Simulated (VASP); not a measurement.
# Si (P6/mmm) in VASP: a series of runs

Aim: see how the results for Si move with the level of theory and the settings. Levels: PBEsol+D3(BJ), HSEsol, r2SCAN, optPBE-vdW, BEEF-vdW. Tasks: relaxation of cell and atoms.

All numbers are computed with VASP 6.6.1; they aren't measurements. Logs are shortened: lines on timing, memory, paths and dates and some standing lists are left out, and cuts for length are marked.

**1. Starting point**

It takes space group P6/mmm (No. 191, hexagonal). The conventional cell has a = 4.121 Å, b = 4.121 Å, c = 2.655 Å, α = 90.00°, β = 90.00°, γ = 120.00°. Around Si (site symmetry -6m2) lie 5 Si at 2.38 to 2.65 Å.

The cell was built by a generator and needn't be a form met in nature.

**2. Relaxation of cell and atoms, PBEsol+D3(BJ)**

INCAR

```
SYSTEM = Si
ALGO = Normal ; EDIFF = 1E-6
EDIFFG = -0.01 ; ENCUT = 600
GGA = PS ; IBRION = 2
ISIF = 3 ; ISMEAR = -1
IVDW = 12 ; LASPH = .TRUE.
LCHARG = .FALSE. ; LREAL = .FALSE.
LWAVE = .FALSE. ; NELM = 80
NSW = 40 ; PREC = Accurate
SIGMA = 0.05
```

KPOINTS

```
k-points
0
G
  8 8 10
  0 0 0
```

POSCAR

```
Si
1.0
    4.1209500000      0.0000000000      0.0000000000
   -2.0604700000      3.5688500000      0.0000000000
    0.0000000000      0.0000000000      2.6547900000
Si
2
Direct
    0.3333300000      0.6666700000      0.5000000000
    0.6666700000      0.3333300000      0.5000000000
```

Potentials or basis: VASP PAW PBE potentials, release 64 (Si).

The run is started by

```console
cat potpaw_PBE.64/Si/POTCAR > POTCAR
mpirun -np 1 vasp_std > vasp.out
```

OUTCAR:

```text
SYSTEM = Si
   EDIFF = 1E-6
   EDIFFG = -0.01
   ENCUT = 600
   GGA = PS
   IBRION = 2
   ISIF = 3
   ISMEAR = -1
   IVDW = 12
   LASPH = .TRUE.
   LREAL = .FALSE.
   NELM = 80
   NSW = 40
   PREC = Accurate
 IVDW          = 12

 ion  position               nearest neighbor table
   1  0.333  0.667  0.500-   2 2.38   2 2.38   2 2.38
   2  0.667  0.333  0.500-   1 2.38   1 2.38   1 2.38

  LATTYP: Found a hexagonal cell.
 ALAT       =     4.1209500000
 C/A-ratio  =     0.6442179595

  Lattice vectors:

 A1 = (   4.1209500000,   0.0000000000,   0.0000000000)
 A2 = (  -2.0604700000,   3.5688500000,   0.0000000000)
 A3 = (   0.0000000000,   0.0000000000,   2.6547900000)

Analysis of symmetry for initial positions (statically):
=====================================================================
 Subroutine PRICEL returns:
 Original cell was already a primitive cell.

 Routine SETGRP: Setting up the symmetry group for a
 hexagonal supercell.

 Subroutine GETGRP returns: Found  8 space group operations
 (whereof  8 operations were pure point group operations)
 out of a pool of 24 trial point group operations.

The static configuration has the point symmetry D_2h.

Analysis of symmetry for dynamics (positions and initial velocities):
=====================================================================
 Subroutine PRICEL returns:
 Original cell was already a primitive cell.

 Routine SETGRP: Setting up the symmetry group for a
 hexagonal supercell.

 Subroutine GETGRP returns: Found  8 space group operations
 (whereof  8 operations were pure point group operations)
 out of a pool of 24 trial point group operations.

The dynamic configuration has the point symmetry D_2h.

 Subroutine INISYM returns: Found  8 space group operations
 (whereof  8 operations are pure point group operations),
 and found     1 'primitive' translations

----------------------------------------------------------------------------------------

                                     Primitive cell

  volume of cell :      39.0441

  direct lattice vectors                    reciprocal lattice vectors
     4.120950000  0.000000000  0.000000000     0.242662493  0.140100813  0.000000000
    -2.060470000  3.568850000  0.000000000     0.000000000  0.280202306  0.000000000
     0.000000000  0.000000000  2.654790000     0.000000000  0.000000000  0.376677628

  length of vectors
     4.120950000  4.120949762  2.654790000     0.280202290  0.280202306  0.376677628

  position of ions in fractional coordinates (direct lattice)
     0.333330000  0.666670000  0.500000000
     0.666670000  0.333330000  0.500000000

  ion indices of the primitive-cell ions
   primitive index   ion index
                 1           1
                 2           2

----------------------------------------------------------------------------------------

 KPOINTS: k-points

Automatic generation of k-mesh.
 Grid dimensions read from file:
 generate k-points for:    8    8   10

 Generating k-lattice:

  Cartesian coordinates                     Fractional coordinates (reciprocal lattice)
     0.030332812  0.017512602  0.000000000     0.125000000  0.000000000  0.000000000
     0.000000000  0.035025288  0.000000000     0.000000000  0.125000000  0.000000000
     0.000000000  0.000000000  0.037667763     0.000000000  0.000000000  0.100000000

  Length of vectors
     0.035025286  0.035025288  0.037667763

  Shift w.r.t. Gamma in fractional coordinates (k-lattice)
     0.000000000  0.000000000  0.000000000

 Subroutine IBZKPT returns following result:
 ===========================================

 Found    126 irreducible k-points:

 Following reciprocal coordinates:
            Coordinates               Weight
  0.000000  0.000000  0.000000      1.000000
  0.125000  0.000000  0.000000      4.000000
 -0.125000  0.125000  0.000000      2.000000
  0.250000  0.000000  0.000000      4.000000
 -0.250000  0.250000  0.000000      2.000000
  0.375000  0.000000  0.000000      4.000000
[... 16 lines left out ...]
  0.125000  0.000000  0.100000      8.000000
 -0.125000  0.125000  0.100000      4.000000
 [... further k-points ...]
   k-points           NKPTS =    126   k-points in BZ     NKDIM =    126   number of bands    NBANDS=      8
   number of dos      NEDOS =    301   number of ions     NIONS =      2
   total plane-waves  NPLWV =  31104
   dimension x,y,z NGX =    36 NGY =   36 NGZ =   24
   dimension x,y,z NGXF=    72 NGYF=   72 NGZF=   48
   ions per type =               2
   NGX,Y,Z   is equivalent  to a cutoff of  14.52, 14.52, 15.03 a.u.
   NGXF,Y,Z  is equivalent  to a cutoff of  29.05, 29.05, 30.06 a.u.
 SYSTEM =  Si
   PREC   = accura    normal or accurate (medium, high low for compatibility)
   ISTART =      0    job   : 0-new  1-cont  2-samecut
   ICHARG =      2    charge: 1-file 2-atom 10-const
   ISPIN  =      1    spin polarized calculation?
   LNONCOLLINEAR =      F non collinear calculations
   LSORBIT =      F    spin-orbit coupling
   LASPH  =      T    aspherical Exc in radial PAW
   ENCUT  =  600.0 eV  44.10 Ry    6.64 a.u.   8.23  8.23  5.30*2*pi/ulx,y,z
   NELM   =     80;   NELMIN=  2; NELMDL= -5     # of ELM steps
   EDIFF  = 0.1E-05   stopping-criterion for ELM
   LREAL  =      F    real-space projection
   EDIFFG = -.1E-01   stopping-criterion for IOM
   NSW    =     40    number of steps for IOM
   IBRION =      2    ionic relax: 0-MD 1-quasi-New 2-CG
   NFREE  =      1    steps in history (QN), initial steepest desc. (CG)
   ISIF   =      3    stress and relaxation
   ISYM   =      2    0-nonsym 1-usesym 2-fastsym
   POTIM  = 0.5000    time-step for ionic-motion
   TEBEG  =    0.0;   TEEND  =   0.0 temperature during run
   PSTRESS=    0.0 pullay stress
   NELECT =       8.0000    total number of electrons
   NUPDOWN=      -1.0000    fix difference up-down
   EMIN   =  10.00;   EMAX   =-10.00  energy-range for DOS
   EFERMI =   0.00;   METHOD = LEGACY
   ISMEAR =    -1;   SIGMA  =   0.05  broadening in eV -4-tet -1-fermi 0-gaus
   EFERMI_NEDOS =   21; number of points for ismear=-14 and -15
   IALGO  =     38    algorithm
   IMIX   =      4    mixing-type and parameters
     AMIX     =   0.40;   BMIX     =  1.00
     AMIX_MAG =   1.60;   BMIX_MAG =  1.00
  volume/ion in A,a.u.               =      19.52       131.74
  Fermi-wavevector in a.u.,A,eV,Ry     =   0.965131  1.823833 12.673523  0.931478
  Thomas-Fermi vector in A             =   2.094821
   LORBIT       =      0    0 simple, 1 ext, 2 COOP (PROOUT), +10 PAW based schemes
   GGA     = PS    functional components
   LHFCALC =     F    Hartree Fock is set to
   AEXX    =    0.0000 exact exchange contribution
   IVDW    =    12    specifies the selected vdW correction
   LEPSILON=     F    determine dielectric tensor
   LRPA    =     F    only Hartree local field effects (RPA)
 conjugate gradient relaxation of ions
 non-spin polarized calculation
  energy-cutoff  :      600.00
  volume of cell :       39.04
 maximum number of plane-waves:      1330
 NGX is ok and might be reduce to    36
   NGX = 17   NGY = 17   NGZ = 11

--------------------------------------- Ionic step        1  -------------------------------------------

 number of electron       8.0000000 magnetization

 Free energy of the ion-electron system (eV)
  ---------------------------------------------------
  ext. energy  EPLUGINS =         0.00000000
  ---------------------------------------------------
  free energy    TOTEN  =       -10.79726734 eV

  energy without entropy =      -10.79107432  energy(sigma->0) =      -10.79417083

------------------------ aborting loop because EDIFF is reached ----------------------------------------

 Edisp (eV)   -0.55403

 E8    (eV) :    -0.3512

  FORCE on cell =-STRESS in cart. coord.  units (eV):
  Direction    XX          YY          ZZ          XY          YZ          ZX
  --------------------------------------------------------------------------------------
  -------------------------------------------------------------------------------------
  Total      -0.90220    -0.90166    -1.16591     0.00047     0.00000     0.00000
  in kB     -37.02195   -36.99976   -47.84323     0.01921     0.00000     0.00000
  external pressure =      -40.62 kB  Pullay stress =        0.00 kB
[... 221 lines left out ...]
  energy  without entropy=      -11.3704044685  energy(sigma->0) =      -11.37341418

--------------------------------------- Ionic step        7  -------------------------------------------

 number of electron       7.9999999 magnetization

 Free energy of the ion-electron system (eV)
  ---------------------------------------------------
  ext. energy  EPLUGINS =         0.00000000
  ---------------------------------------------------
  free energy    TOTEN  =       -10.79424064 eV

  energy without entropy =      -10.78823215  energy(sigma->0) =      -10.79123639

 E-fermi :   6.5586     XC(G=0):  -9.9033

 val. band max:        6.5585815901   @ k =  -0.1250   0.2500   0.1000
 cond. band min:       6.5588452091   @ k =   0.1250   0.1250   0.1000
 fundamental gap:      0.0002636190
 Fermi energy:         6.5586285911

 k-point     1 :       0.0000    0.0000    0.0000
  band No.  band energies     occupation
      1      -6.0506      2.00000
      2       3.6167      2.00000
      3       3.6169      2.00000
      4       3.9457      2.00000
      5       7.7451      0.00000
      6       7.7452      0.00000
      7      12.0041      0.00000
      8      13.4357      0.00000
[... 243 lines left out ...]
 k-point    24 :      -0.1250    0.1250    0.1000
  band No.  band energies     occupation
      1      -5.6821      2.00000
      2       2.0193      2.00000
      3       3.5332      2.00000
      4       5.6248      2.00000
      5       7.9039      0.00000
      6       8.5303      0.00000
      7      10.5394      0.00000
      8      13.6858      0.00000

 [... further k-points ...]

------------------------ aborting loop because EDIFF is reached ----------------------------------------

 Edisp (eV)   -0.58219

 E8    (eV) :    -0.3691

  FORCE on cell =-STRESS in cart. coord.  units (eV):
  Direction    XX          YY          ZZ          XY          YZ          ZX
  --------------------------------------------------------------------------------------
  -------------------------------------------------------------------------------------
  Total       0.00656     0.00671     0.00807     0.00013     0.00000     0.00000
  in kB       0.28253     0.28899     0.34757     0.00559     0.00000     0.00000
  external pressure =        0.31 kB  Pullay stress =        0.00 kB
[... 17 lines left out ...]
  FREE ENERGIE OF THE ION-ELECTRON SYSTEM (eV)
  ---------------------------------------------------
  free  energy   TOTEN  =       -11.3764329399 eV

  energy  without entropy=      -11.3704244465  energy(sigma->0) =      -11.37342869

 reached required accuracy - stopping structural energy minimisation
```

It took 44 s on 1 thread of Intel Xeon 6975P-C (Granite Rapids), shared host; peak memory 0.2 GiB.

Results:

```yaml
Free_energy: -11.3764 eV
Relaxed_volume: 18.59 Å³/atom
Relaxed_cell: a = 4.062 Å, b = 4.062 Å, c = 2.602 Å, α = 90.00°, β = 90.00°, γ = 120.00°
Space_group_after_relaxing_to_0.05_Å: P6/mmm (No. 191)
Energy_gained_by_relaxing: 12.6 meV/atom
Ionic_steps: 7
Pressure_after_relaxing: 0.0 GPa
Band_gap_on_the_k_mesh: none (metal or under the smearing width)
Dispersion_energy_per_atom: -0.291 eV
```

The path:
| step | energy change (eV) | largest force (eV/Å) | pressure (GPa) | volume (Å³) |
| --- | --- | --- | --- | --- |
| 1 | 0.0000 | 0.0005 | -4.06 | 39.04 |
| 2 | -0.0189 | 0.0004 | 2.35 | 36.31 |
| 3 | -0.0251 | 0.0001 | 0.03 | 37.18 |
| 4 | -0.0251 | 0.0000 | -0.06 | 37.22 |
| 5 | -0.0251 | 0.0000 | -0.09 | 37.23 |
| 6 | -0.0251 | 0.0000 | -0.08 | 37.22 |
| 7 | -0.0251 | 0.0001 | 0.03 | 37.18 |

Final structure:
```cif
data_structure
_symmetry_space_group_name_H-M 'P 1'
_symmetry_Int_Tables_number 1
_cell_length_a 4.0621
_cell_length_b 4.0621
_cell_length_c 2.6016
_cell_angle_alpha 90.000
_cell_angle_beta 90.000
_cell_angle_gamma 119.999
_cell_volume 37.18
loop_
_atom_site_label
_atom_site_type_symbol
_atom_site_fract_x
_atom_site_fract_y
_atom_site_fract_z
_atom_site_occupancy
Si1 Si 0.33333 0.66667 0.50000 1
Si2 Si 0.66667 0.33333 0.50000 1
```

Caveat: the PAW data sets were made with another functional, which shifts forces and pressure a little; pairwise dispersion overbinds metals, which lowers pressure and volume.

**3. Relaxation of cell and atoms, HSEsol**

POSCAR is that of step 2.

INCAR.step1

```
SYSTEM = Si
  ALGO = Normal
  EDIFF = 1E-5
  ENCUT = 600
  GGA = PE
  ISMEAR = -1
  LASPH = .True.
  LCHARG = .False.
  LREAL = .False.
  LWAVE = .True.
  NELM = 80
  PREC = Accurate
  SIGMA = 0.05
```

INCAR.step2

```
SYSTEM = Si
  ALGO = Normal
  EDIFF = 1E-6
  EDIFFG = -0.02
  ENCUT = 600
  GGA = PS
  HFSCREEN = 0.2
  IBRION = 2
  ISIF = 3
  ISMEAR = -1
  ISTART = 1
  LASPH = .True.
  LCHARG = .False.
  LHFCALC = .True.
  LREAL = .False.
  LWAVE = .False.
  NELM = 80
  NSW = 60
  PREC = Accurate
  PRECFOCK = Normal
  SIGMA = 0.05
```

KPOINTS

```
k-points
0
Gamma
  4 4 5
  0 0 0
```

Potentials or basis: VASP PAW PBE potentials, release 64 (Si).

The run is started by

```console
cat potpaw_PBE.64/Si/POTCAR > POTCAR
cp INCAR.step1 INCAR
mpirun -np 1 vasp_std > vasp.out
cp INCAR.step2 INCAR
mpirun -np 1 vasp_std > vasp.out
```

OUTCAR:

```text
SYSTEM = Si
   EDIFF = 1E-6
   EDIFFG = -0.02
   ENCUT = 600
   GGA = PS
   HFSCREEN = 0.2
   IBRION = 2
   ISIF = 3
   ISMEAR = -1
   ISTART = 1
   LASPH = .True.
   LHFCALC = .True.
   LREAL = .False.
   NELM = 80
   NSW = 60
   PREC = Accurate
   PRECFOCK = Normal

 ion  position               nearest neighbor table
   1  0.333  0.667  0.500-   2 2.38   2 2.38   2 2.38
   2  0.667  0.333  0.500-   1 2.38   1 2.38   1 2.38

  LATTYP: Found a hexagonal cell.
 ALAT       =     4.1209500000
 C/A-ratio  =     0.6442179595

  Lattice vectors:

 A1 = (   4.1209500000,   0.0000000000,   0.0000000000)
[... 189 lines left out ...]
  --------------------------------------------------------------------------------------
  -------------------------------------------------------------------------------------
  Total        0.0884691      0.0888993     -2.9475770      0.0003726      0.0000000      0.0000000
  in kB        3.6303308      3.6479839   -120.9539134      0.0152885      0.0000000      0.0000000
  external PRESSURE =     -37.8918662 kB  Pullay stress =       0.0000000 kB
[... 239 lines left out ...]
--------------------------------------- Ionic step        8  -------------------------------------------

 number of electron       8.0000000 magnetization

 Free energy of the ion-electron system (eV)
  ---------------------------------------------------
  ext. energy  EPLUGINS =         0.00000000
  ---------------------------------------------------
  free energy    TOTEN  =       -12.25504086 eV

  energy without entropy =      -12.25417700  energy(sigma->0) =      -12.25460893

 E-fermi :   6.3060     XC(G=0):  -8.1996

 val. band max:        6.0423880316   @ k =   0.2500   0.0000   0.2000
 cond. band min:       6.4840540027   @ k =   0.0000   0.0000   0.4000
 fundamental gap:      0.4416659711
 Fermi energy:         6.3059831043

 k-point     1 :       0.0000    0.0000    0.0000
  band No.  band energies     occupation
      1      -7.8912      2.00000
      2       2.8095      2.00000
      3       2.8096      2.00000
      4       2.8464      2.00000
      5       7.7960      0.00000
      6       7.7960      0.00000
      7      12.2534      0.00000
      8      15.2823      0.00000
[... 247 lines left out ...]
  FREE ENERGIE OF THE ION-ELECTRON SYSTEM (eV)
  ---------------------------------------------------
  free  energy   TOTEN  =       -12.2550408550 eV

  energy  without entropy=      -12.2541770035  energy(sigma->0) =      -12.25460893

 reached required accuracy - stopping structural energy minimisation
```

OUTCAR.step1:

```text
SYSTEM = Si
   EDIFF = 1E-5
   ENCUT = 600
   GGA = PE
   ISMEAR = -1
   LASPH = .True.
   LREAL = .False.
[... 447 lines left out ...]
     -0.00002      2.37925      1.32740         0.000521     -0.000301      0.000000
      2.06050      1.18960      1.32740        -0.000521      0.000301      0.000000
 -----------------------------------------------------------------------------------
    total drift:                               -0.000000      0.000000      0.000000

  FREE ENERGIE OF THE ION-ELECTRON SYSTEM (eV)
  ---------------------------------------------------
  free  energy   TOTEN  =       -10.2080082024 eV

  energy  without entropy=      -10.2051501318  energy(sigma->0) =      -10.20657917
```

It took 25 min on 1 thread of Intel Xeon Platinum 8259CL at 2.50GHz (Skylake/Cascade Lake), shared host; peak memory 0.28 GiB.

What came out:

```yaml
Free_energy: -12.2550 eV
Relaxed_volume: 18.62 Å³/atom
Relaxed_cell: a = 4.116 Å, b = 4.116 Å, c = 2.538 Å, α = 90.00°, β = 90.00°, γ = 120.00°
Space_group_after_relaxing_to_0.05_Å: P6/mmm (No. 191)
Energy_gained_by_relaxing: 35.0 meV/atom
Ionic_steps: 8
Pressure_after_relaxing: 0.0 GPa
Band_gap_on_the_k_mesh: none (metal or under the smearing width)
```

The path:
| step | energy change (eV) | largest force (eV/Å) | pressure (GPa) | volume (Å³) |
| --- | --- | --- | --- | --- |
| 1 | 0.0000 | 0.0006 | -3.79 | 39.04 |
| 2 | -0.0353 | 0.0004 | 2.52 | 36.42 |
| 3 | -0.0696 | 0.0000 | -0.55 | 37.45 |
| 4 | -0.0696 | 0.0000 | -0.48 | 37.42 |
| 5 | -0.0699 | 0.0001 | 0.34 | 37.09 |
| 6 | -0.0701 | 0.0001 | 0.07 | 37.21 |
| 7 | -0.0701 | 0.0000 | 0.05 | 37.21 |
| 8 | -0.0701 | 0.0000 | -0.03 | 37.24 |

Final structure:
```xyz
2
Lattice="4.1160 0.0000 0.0000 -2.0580 3.5646 0.0000 0.0000 0.0000 2.5384" Properties=species:S:1:pos:R:3 pbc="T T T"
Si    0.0000    2.3764    1.2692
Si    2.0580    1.1882    1.2692
```

Caveat: the k mesh is coarse (spacing up to 0.47 Å⁻¹), so the values aren't converged, least of all with exact exchange; the PAW data sets were made with another functional, which shifts forces and pressure a little.

[end of part 1 of 2]
